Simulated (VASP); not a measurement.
# Ru in VASP: relaxation of the atoms with PBE+D3(BJ)

Aim: the relaxation of the atoms of Ru with PBE+D3(BJ).

All numbers are computed with VASP 6.6.1; they aren't measurements. Logs are shortened: lines on timing, memory, paths and dates and some standing lists are left out, and cuts for length are marked.

## (1) The slab as given

The cell holds a slab with vacuum, 4 atoms: a = 2.698 Å, b = 2.698 Å, c = 27.904 Å, α = 90.00°, β = 90.00°, γ = 120.00°.

The cell was built by a generator and needn't be a form met in nature.

## (2) Relaxation of the atoms, PBE+D3(BJ)

INCAR reads:

```
PREC = Accurate ; ENCUT = 520
EDIFF = 1E-6 ; ISMEAR = 1
SIGMA = 0.1 ; LREAL = False
LASPH = True ; NELM = 120
ALGO = Normal ; ISIF = 2
LWAVE = False ; LCHARG = False
LDIPOL = True ; IDIPOL = 3
DIPOL = 0.5 0.5 0.500 ; GGA = PE
IVDW = 12 ; IBRION = 2
NSW = 90 ; EDIFFG = -0.02
KPAR = 2
```

KPOINTS reads:

```
regular mesh
0
Gamma
  14 14 1
```

POSCAR reads:

```
Ru
1.0
    2.6979127300      0.0000000000      0.0000000000
   -1.3489563700      2.3364609300      0.0000000000
    0.0000000000      0.0000000000     27.9040079300
Ru
4
Selective dynamics
Direct
    0.3333330000      0.6666670000      0.3854330800  F F F
    0.6666670000      0.3333330000      0.4618110300  T T T
    0.3333330000      0.6666670000      0.5381889700  T T T
    0.6666670000      0.3333330000      0.6145669200  T T T
```

Potentials or basis: VASP PAW PBE potentials, release 64 (Ru_pv).

On the command line:

```console
$ cat potpaw_PBE.64/Ru_pv/POTCAR > POTCAR
$ mpirun -np 2 vasp_std > vasp.out
```

OUTCAR:

```text
PREC = Accurate
   ENCUT = 520
   EDIFF = 1E-6
   ISMEAR = 1
   LREAL = False
   LASPH = True
   NELM = 120
   ISIF = 2
   GGA = PE
   IVDW = 12
   IBRION = 2
   NSW = 90
   EDIFFG = -0.02
 IVDW          = 12

 ion  position               nearest neighbor table
   1  0.333  0.667  0.385-   2 2.64   2 2.64   2 2.64
   2  0.667  0.333  0.462-   3 2.64   3 2.64   1 2.64   1 2.64   3 2.64   1 2.64
   3  0.333  0.667  0.538-   2 2.64   2 2.64   4 2.64   4 2.64   2 2.64   4 2.64
   4  0.667  0.333  0.615-   3 2.64   3 2.64   3 2.64

  LATTYP: Found a hexagonal cell.
 ALAT       =     2.6979127300
 C/A-ratio  =    10.3428133978

  Lattice vectors:

 A1 = (   2.6979127300,   0.0000000000,   0.0000000000)
 A2 = (  -1.3489563700,   2.3364609300,   0.0000000000)
 A3 = (   0.0000000000,   0.0000000000,  27.9040079300)

Analysis of symmetry for initial positions (statically):
=====================================================================
 Subroutine PRICEL returns:
 Original cell was already a primitive cell.

 Routine SETGRP: Setting up the symmetry group for a
 hexagonal supercell.

 Subroutine GETGRP returns: Found 12 space group operations
 (whereof 12 operations were pure point group operations)
 out of a pool of 24 trial point group operations.

The static configuration has the point symmetry D_3d.

Analysis of symmetry for dynamics (positions and initial velocities):
=====================================================================
 Subroutine PRICEL returns:
 Original cell was already a primitive cell.

 Routine SETGRP: Setting up the symmetry group for a
 hexagonal supercell.

 Subroutine GETGRP returns: Found 12 space group operations
 (whereof 12 operations were pure point group operations)
 out of a pool of 24 trial point group operations.

The dynamic configuration has the point symmetry D_3d.

Analysis of constrained symmetry for selective dynamics:
=====================================================================
 Subroutine PRICEL returns:
 Original cell was already a primitive cell.

 Routine SETGRP: Setting up the symmetry group for a
 hexagonal supercell.

 Subroutine GETGRP returns: Found  6 space group operations
 (whereof  6 operations were pure point group operations)
 out of a pool of 24 trial point group operations.

The constrained configuration has the point symmetry C_3v.

 Subroutine INISYM returns: Found  6 space group operations
 (whereof  6 operations are pure point group operations),
 and found     1 'primitive' translations

----------------------------------------------------------------------------------------

                                     Primitive cell

  volume of cell :     175.8948

  direct lattice vectors                    reciprocal lattice vectors
     2.697912730  0.000000000  0.000000000     0.370656912  0.213998871  0.000000000
    -1.348956370  2.336460930  0.000000000     0.000000000  0.427997741  0.000000000
     0.000000000  0.000000000 27.904007930     0.000000000  0.000000000  0.035837146

  length of vectors
     2.697912730  2.697912705 27.904007930     0.427997737  0.427997741  0.035837146

  position of ions in fractional coordinates (direct lattice)
     0.333333000  0.666667000  0.385433080
     0.666667000  0.333333000  0.461811030
     0.333333000  0.666667000  0.538188970
     0.666667000  0.333333000  0.614566920

  ion indices of the primitive-cell ions
   primitive index   ion index
                 1           1
                 2           2
                 3           3
                 4           4

----------------------------------------------------------------------------------------

 KPOINTS: regular mesh

Automatic generation of k-mesh.
 Grid dimensions read from file:
 generate k-points for:   14   14    1

 Generating k-lattice:

  Cartesian coordinates                     Fractional coordinates (reciprocal lattice)
     0.026475494  0.015285634  0.000000000     0.071428571  0.000000000  0.000000000
     0.000000000  0.030571267  0.000000000     0.000000000  0.071428571  0.000000000
     0.000000000  0.000000000  0.035837146     0.000000000  0.000000000  1.000000000

  Length of vectors
     0.030571267  0.030571267  0.035837146

  Shift w.r.t. Gamma in fractional coordinates (k-lattice)
     0.000000000  0.000000000  0.000000000

 Subroutine IBZKPT returns following result:
 ===========================================

 Found     24 irreducible k-points:

 Following reciprocal coordinates:
            Coordinates               Weight
  0.000000  0.000000  0.000000      1.000000
  0.071429  0.000000  0.000000      6.000000
  0.142857  0.000000  0.000000      6.000000
  0.214286 -0.000000  0.000000      6.000000
  0.285714  0.000000  0.000000      6.000000
  0.357143 -0.000000  0.000000      6.000000
[... 16 lines left out ...]
  0.285714  0.285714  0.000000      6.000000
  0.357143  0.285714  0.000000      6.000000
   k-points           NKPTS =     24   k-points in BZ     NKDIM =     24   number of bands    NBANDS=     33
   number of dos      NEDOS =    301   number of ions     NIONS =      4
   total plane-waves  NPLWV =  84000
   dimension x,y,z NGX =    20 NGY =   20 NGZ =  210
   dimension x,y,z NGXF=    40 NGYF=   40 NGZF=  420
   ions per type =               4
   NGX,Y,Z   is equivalent  to a cutoff of  12.32, 12.32, 12.51 a.u.
   NGXF,Y,Z  is equivalent  to a cutoff of  24.65, 24.65, 25.02 a.u.
 SYSTEM =  unknown system
   PREC   = accura    normal or accurate (medium, high low for compatibility)
   ISTART =      0    job   : 0-new  1-cont  2-samecut
   ICHARG =      2    charge: 1-file 2-atom 10-const
   ISPIN  =      1    spin polarized calculation?
   LNONCOLLINEAR =      F non collinear calculations
   LSORBIT =      F    spin-orbit coupling
   LASPH  =      T    aspherical Exc in radial PAW
   ENCUT  =  520.0 eV  38.22 Ry    6.18 a.u.   5.02  5.02 51.88*2*pi/ulx,y,z
   NELM   =    120;   NELMIN=  2; NELMDL= -5     # of ELM steps
   EDIFF  = 0.1E-05   stopping-criterion for ELM
   LREAL  =      F    real-space projection
   EDIFFG = -.2E-01   stopping-criterion for IOM
   NSW    =     90    number of steps for IOM
   IBRION =      2    ionic relax: 0-MD 1-quasi-New 2-CG
   NFREE  =      1    steps in history (QN), initial steepest desc. (CG)
   ISIF   =      2    stress and relaxation
   ISYM   =      2    0-nonsym 1-usesym 2-fastsym
   POTIM  = 0.5000    time-step for ionic-motion
   TEBEG  =    0.0;   TEEND  =   0.0 temperature during run
   PSTRESS=    0.0 pullay stress
   NELECT =      56.0000    total number of electrons
   NUPDOWN=      -1.0000    fix difference up-down
   EMIN   =  10.00;   EMAX   =-10.00  energy-range for DOS
   EFERMI =   0.00;   METHOD = LEGACY
   ISMEAR =     1;   SIGMA  =   0.10  broadening in eV -4-tet -1-fermi 0-gaus
   EFERMI_NEDOS =   21; number of points for ismear=-14 and -15
   IALGO  =     38    algorithm
   IMIX   =      4    mixing-type and parameters
     AMIX     =   0.40;   BMIX     =  1.00
     AMIX_MAG =   1.60;   BMIX_MAG =  1.00
  volume/ion in A,a.u.               =      43.97       296.75
  Fermi-wavevector in a.u.,A,eV,Ry     =   1.117858  2.112445 17.001918  1.249606
  Thomas-Fermi vector in A             =   2.254484
   LORBIT       =      0    0 simple, 1 ext, 2 COOP (PROOUT), +10 PAW based schemes
   GGA     = PE    functional components
   LHFCALC =     F    Hartree Fock is set to
   AEXX    =    0.0000 exact exchange contribution
   IVDW    =    12    specifies the selected vdW correction
   LEPSILON=     F    determine dielectric tensor
   LRPA    =     F    only Hartree local field effects (RPA)
 conjugate gradient relaxation of ions
 non-spin polarized calculation
 Methfessel and Paxton  Order N= 1 SIGMA  =   0.10
  energy-cutoff  :      520.00
  volume of cell :      175.89
 maximum number of plane-waves:      4797
 NGX is ok and might be reduce to    20
   NGX =  9   NGY =  9   NGZ =103

--------------------------------------- Ionic step        1  -------------------------------------------

 number of electron      56.0000001 magnetization

 Free energy of the ion-electron system (eV)
  ---------------------------------------------------
  ext. energy  EPLUGINS =         0.00000000
  ---------------------------------------------------
  free energy    TOTEN  =       -34.81523015 eV

  energy without entropy =      -34.81996620  energy(sigma->0) =      -34.81680883

------------------------ aborting loop because EDIFF is reached ----------------------------------------

 Edisp (eV)   -1.83610

 E8    (eV) :    -0.8696
[... 111 lines left out ...]
  FREE ENERGIE OF THE ION-ELECTRON SYSTEM (eV)
  ---------------------------------------------------
  free  energy   TOTEN  =       -36.6704752798 eV

  energy  without entropy=      -36.6717798484  energy(sigma->0) =      -36.67091014

[... ionic steps 4 to 8 ...]

--------------------------------------- Ionic step        9  -------------------------------------------

 number of electron      56.0000009 magnetization

------------------------ aborting loop because EDIFF is reached ----------------------------------------
[... 73 lines left out ...]
  FREE ENERGIE OF THE ION-ELECTRON SYSTEM (eV)
  ---------------------------------------------------
  free  energy   TOTEN  =       -36.6842198128 eV

  energy  without entropy=      -36.6845664492  energy(sigma->0) =      -36.68433536

 dipolmoment           0.000000      0.000000      0.000104 electrons x Angstroem

--------------------------------------- Ionic step       11  -------------------------------------------

 number of electron      56.0000009 magnetization

 dipolmoment           0.000000      0.000000     -0.000006 electrons x Angstroem

 Free energy of the ion-electron system (eV)
  ---------------------------------------------------
  ext. energy  EPLUGINS =         0.00000000
  ---------------------------------------------------
  free energy    TOTEN  =       -34.83294827 eV

  energy without entropy =      -34.83336168  energy(sigma->0) =      -34.83308607

 E-fermi :   0.5272     XC(G=0):  -5.0575

 val. band max:        0.5178655981   @ k =   0.2857   0.0714   0.0000
 cond. band min:       0.5418500427   @ k =   0.2143  -0.0000   0.0000
 fundamental gap:      0.0239844446
 Fermi energy:         0.5271733110

 k-point     1 :       0.0000    0.0000    0.0000
  band No.  band energies     occupation
      1     -43.1552      2.00000
      2     -42.7286      2.00000
      3     -42.3102      2.00000
      4     -42.3102      2.00000
      5     -42.2278      2.00000
      6     -42.2278      2.00000
[... 853 lines left out ...]
     32       1.8275     -0.00000
     33       7.3696      0.00000

------------------------ aborting loop because EDIFF is reached ----------------------------------------

 vacuum level on the upper side and lower side of the slab       (xc-potential included)        -0.012        -0.011

 Edisp (eV)   -1.85128

 E8    (eV) :    -0.8772

  FORCE on cell =-STRESS in cart. coord.  units (eV):
  Direction    XX          YY          ZZ          XY          YZ          ZX
  --------------------------------------------------------------------------------------
  -------------------------------------------------------------------------------------
  Total      -2.61370    -2.61370    -0.05785     0.00000    -0.00000     0.00000
  in kB     -23.80745   -23.80745    -0.52694     0.00000    -0.00000     0.00000
  external pressure =      -16.05 kB  Pullay stress =        0.00 kB
[... 19 lines left out ...]
  FREE ENERGIE OF THE ION-ELECTRON SYSTEM (eV)
  ---------------------------------------------------
  free  energy   TOTEN  =       -36.6842319048 eV

  energy  without entropy=      -36.6846453123  energy(sigma->0) =      -36.68436971

 reached required accuracy - stopping structural energy minimisation

 vacuum level on the upper side and lower side of the slab         5.571         5.571
```

It took 9.8 min on 2 MPI ranks of AMD EPYC 7R13 (Zen 3), shared host; peak memory 0.32 GiB.

Results:

| Quantity | Value |
| --- | --- |
| Free energy | -36.6842 eV |
| Energy gained by relaxing | 8.2 meV/atom |
| Ionic steps | 11 |
| Band gap on the k mesh | none (metal or under the smearing width) |
| Dispersion energy per atom | -0.463 eV |

The path:
```csv
step,energy change (eV),largest force (eV/Å),pressure (GPa)
1,0.0000,0.5647,-2.89
2,-0.0191,0.3977,-2.51
3,-0.0191,0.4023,-2.53
4,-0.0223,0.3585,-2.41
5,-0.0293,0.2229,-2.05
6,-0.0315,0.1304,-1.29
7,-0.0326,0.0657,-1.57
8,-0.0326,0.0848,-1.65
9,-0.0329,0.0206,-1.61
10,-0.0329,0.0256,-1.60
11,-0.0329,0.0052,-1.60
```

Final structure:
```
Ru
1.0
     2.69791    0.00000    0.00000
    -1.34896    2.33646    0.00000
     0.00000    0.00000   27.90401
Ru
4
Direct
  0.33333 0.66667 0.38543
  0.66667 0.33333 0.45976
  0.33333 0.66667 0.53664
  0.66667 0.33333 0.61097
```

Levels at points of the mesh, in eV from the Fermi level:
```csv
k point,band 24,band 25,band 26,band 27,band 28,band 29,band 30,band 31,band 32,band 33
"(0.00, 0.00, 0.00)",-2.20,-2.09,-2.09,-1.77,-0.88,-0.88,0.11,0.11,0.13,1.01
"(0.50, 0.00, 0.00)",-1.04,0.15,0.17,1.07,1.42,1.42,1.61,1.98,2.01,2.42
```
